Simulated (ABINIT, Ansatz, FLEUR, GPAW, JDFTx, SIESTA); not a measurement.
Si2Mo: 6 runs at one level of theory

```
Mo Si
1.0
    -1.60000    1.60000    3.93050
     1.60000   -1.60000    3.93050
     1.60000    1.60000   -3.93050
Mo Si
1 2
Direct
  0.01766 0.00186 0.00664
  0.67784 0.69432 0.02500
  0.33200 0.34581 0.01150
```

Atoms were shifted at random by some hundredths of an Å from the given cell, which wasn't relaxed again for these runs.

Alike in all runs: task single point; functional PBEsol; k mesh 12 × 12 × 12; occupations fermi-dirac, width 0.05 eV; no spin polarisation; no spin-orbit coupling. Pressure is positive in compression and, in plane waves, holds the error of the finite cutoff.

| program and potentials | plane-wave cutoff (eV) | notes | band gap (eV) | pressure (GPa) | largest force (eV/Å) |
| --- | --- | --- | --- | --- | --- |
| SIESTA, files PseudoDojo sr-pbesol-0.4.1-standard, DZP (energy shift 0.003 Ry; two zetas on semicore shells) | - | atomic basis | no gap | -1.01 | 0.941 |
| ABINIT, PseudoDojo NC SR PBEsol v0.4.1 standard | 1088 | - | no gap | -2.44 | 0.954 |
| GPAW, PAW data sets generated for this functional | 600 | - | no gap | -1.86 | 0.948 |
| JDFTx, PseudoDojo-SR-PBEsol-0.4.1-standard with smoothed tails | 1088 | - | no gap | -2.44 | 0.954 |
| Ansatz, all-electron LAPW, scalar-relativistic | - | - | no gap | -2.44 | 0.954 |
| FLEUR, all-electron, FLAPW | - | - | ? | - | ? |

Q: Estimate from the other rows what the run with FLEUR, all-electron, FLAPW gave.

A: No band gap; largest force 0.953 eV/Å. The other rows, which needn't bracket it: pressure -2.44 to -1.01; largest force 0.941 to 0.954.
